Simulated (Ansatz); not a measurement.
# AlN: the cost of one run

Computed with Ansatz 0.2.0 (DFT PBE, scalar-relativistic, plane waves, PAW, unless a step's input says otherwise).

## 1. The system as given

The structure is cubic, space group F-43m (No. 216). The conventional cell has a = 4.368 Å, b = 4.368 Å, c = 4.368 Å, α = 90.00°, β = 90.00°, γ = 90.00°. Around Al (site symmetry -43m) lie 4 N at 1.89 Å. N (site symmetry -43m) is surrounded by 4 Al at 1.89 Å.

As a file:

```xyz
54
Lattice="0.0000 6.5520 6.5520 6.5520 0.0000 6.5520 6.5520 6.5520 0.0000" Properties=species:S:1:pos:R:3 pbc="T T T"
Al    0.0000    0.0000    0.0000
Al    2.1840    2.1840    0.0000
Al    4.3680    4.3680    0.0000
Al    2.1840    0.0000    2.1840
Al    4.3680    2.1840    2.1840
Al    6.5520    4.3680    2.1840
Al    4.3680    0.0000    4.3680
Al    6.5520    2.1840    4.3680
Al    8.7360    4.3680    4.3680
Al    0.0000    2.1840    2.1840
Al    2.1840    4.3680    2.1840
Al    4.3680    6.5520    2.1840
Al    2.1840    2.1840    4.3680
Al    4.3680    4.3680    4.3680
Al    6.5520    6.5520    4.3680
Al    4.3680    2.1840    6.5520
Al    6.5520    4.3680    6.5520
Al    8.7360    6.5520    6.5520
Al    0.0000    4.3680    4.3680
Al    2.1840    6.5520    4.3680
Al    4.3680    8.7360    4.3680
Al    2.1840    4.3680    6.5520
Al    4.3680    6.5520    6.5520
Al    6.5520    8.7360    6.5520
Al    4.3680    4.3680    8.7360
Al    6.5520    6.5520    8.7360
Al    8.7360    8.7360    8.7360
N     3.2760    3.2760    3.2760
N     5.4600    5.4600    3.2760
N     7.6440    7.6440    3.2760
N     5.4600    3.2760    5.4600
N     7.6440    5.4600    5.4600
N     9.8280    7.6440    5.4600
N     7.6440    3.2760    7.6440
N     9.8280    5.4600    7.6440
N    12.0120    7.6440    7.6440
N     3.2760    5.4600    5.4600
N     5.4600    7.6440    5.4600
N     7.6440    9.8280    5.4600
N     5.4600    5.4600    7.6440
N     7.6440    7.6440    7.6440
N     9.8280    9.8280    7.6440
N     7.6440    5.4600    9.8280
N     9.8280    7.6440    9.8280
N    12.0120    9.8280    9.8280
N     3.2760    7.6440    7.6440
N     5.4600    9.8280    7.6440
N     7.6440   12.0120    7.6440
N     5.4600    7.6440    9.8280
N     7.6440    9.8280    9.8280
N     9.8280   12.0120    9.8280
N     7.6440    7.6440   12.0120
N     9.8280    9.8280   12.0120
N    12.0120   12.0120   12.0120
```

The runs take a perfect supercell of 54 atoms; the defect goes to fractional position (0.250, 0.250, 0.250).

## 2. The perfect supercell

File input.yaml:

```yaml
crystal:
  lattice:
    - [0.0, 6.551981, 6.551981]
    - [6.551981, 0.0, 6.551981]
    - [6.551981, 6.551981, 0.0]
  atoms:
    - { symbol: Al, position: [0.0, 0.0, 0.0] }
    - { symbol: Al, position: [0.0, 0.0, 0.333333] }
    - { symbol: Al, position: [0.0, 0.0, 0.666667] }
    - { symbol: Al, position: [0.0, 0.333333, 0.0] }
    - { symbol: Al, position: [0.0, 0.333333, 0.333333] }
    - { symbol: Al, position: [0.0, 0.333333, 0.666667] }
    - { symbol: Al, position: [0.0, 0.666667, 0.0] }
    - { symbol: Al, position: [0.0, 0.666667, 0.333333] }
    - { symbol: Al, position: [0.0, 0.666667, 0.666667] }
    - { symbol: Al, position: [0.333333, 0.0, 0.0] }
    - { symbol: Al, position: [0.333333, 0.0, 0.333333] }
    - { symbol: Al, position: [0.333333, 0.0, 0.666667] }
    - { symbol: Al, position: [0.333333, 0.333333, 0.0] }
    - { symbol: Al, position: [0.333333, 0.333333, 0.333333] }
    - { symbol: Al, position: [0.333333, 0.333333, 0.666667] }
    - { symbol: Al, position: [0.333333, 0.666667, 0.0] }
    - { symbol: Al, position: [0.333333, 0.666667, 0.333333] }
    - { symbol: Al, position: [0.333333, 0.666667, 0.666667] }
    - { symbol: Al, position: [0.666667, 0.0, 0.0] }
    - { symbol: Al, position: [0.666667, 0.0, 0.333333] }
    - { symbol: Al, position: [0.666667, 0.0, 0.666667] }
    - { symbol: Al, position: [0.666667, 0.333333, 0.0] }
    - { symbol: Al, position: [0.666667, 0.333333, 0.333333] }
    - { symbol: Al, position: [0.666667, 0.333333, 0.666667] }
    - { symbol: Al, position: [0.666667, 0.666667, 0.0] }
    - { symbol: Al, position: [0.666667, 0.666667, 0.333333] }
    - { symbol: Al, position: [0.666667, 0.666667, 0.666667] }
    - { symbol: "N", position: [0.25, 0.25, 0.25] }
    - { symbol: "N", position: [0.25, 0.25, 0.583333] }
    - { symbol: "N", position: [0.25, 0.25, 0.916667] }
    - { symbol: "N", position: [0.25, 0.583333, 0.25] }
    - { symbol: "N", position: [0.25, 0.583333, 0.583333] }
    - { symbol: "N", position: [0.25, 0.583333, 0.916667] }
    - { symbol: "N", position: [0.25, 0.916667, 0.25] }
    - { symbol: "N", position: [0.25, 0.916667, 0.583333] }
    - { symbol: "N", position: [0.25, 0.916667, 0.916667] }
    - { symbol: "N", position: [0.583333, 0.25, 0.25] }
    - { symbol: "N", position: [0.583333, 0.25, 0.583333] }
    - { symbol: "N", position: [0.583333, 0.25, 0.916667] }
    - { symbol: "N", position: [0.583333, 0.583333, 0.25] }
    - { symbol: "N", position: [0.583333, 0.583333, 0.583333] }
    - { symbol: "N", position: [0.583333, 0.583333, 0.916667] }
    - { symbol: "N", position: [0.583333, 0.916667, 0.25] }
    - { symbol: "N", position: [0.583333, 0.916667, 0.583333] }
    - { symbol: "N", position: [0.583333, 0.916667, 0.916667] }
    - { symbol: "N", position: [0.916667, 0.25, 0.25] }
    - { symbol: "N", position: [0.916667, 0.25, 0.583333] }
    - { symbol: "N", position: [0.916667, 0.25, 0.916667] }
    - { symbol: "N", position: [0.916667, 0.583333, 0.25] }
    - { symbol: "N", position: [0.916667, 0.583333, 0.583333] }
    - { symbol: "N", position: [0.916667, 0.583333, 0.916667] }
    - { symbol: "N", position: [0.916667, 0.916667, 0.25] }
    - { symbol: "N", position: [0.916667, 0.916667, 0.583333] }
    - { symbol: "N", position: [0.916667, 0.916667, 0.916667] }
basis:
  ecutwfc: 420
  fft_grid_basis: typed
kpoints:
  mp_grid: { grid: [2, 2, 2] }
hamiltonian:
  xc: pbe
  pseudopotentials: { kind: paw }
scf:
  occupations: { method: gaussian, width: 0.05 }
output:
  forces: true
  stress: false
  eigenvalues: true
  bader: false
  write_density: true
  volumetric_format: npy
```

Started as:

```bash
ansatz run input.yaml --threads 4 --pin off --max-ram 10240MiB --backend cpu --events-out ev --progress --plain --runs-dir out
```

What time and memory should one allow on 4 threads of Intel Xeon 6975P-C (Granite Rapids), shared host?

About 1.8 s, with a peak of 1.6 GiB.
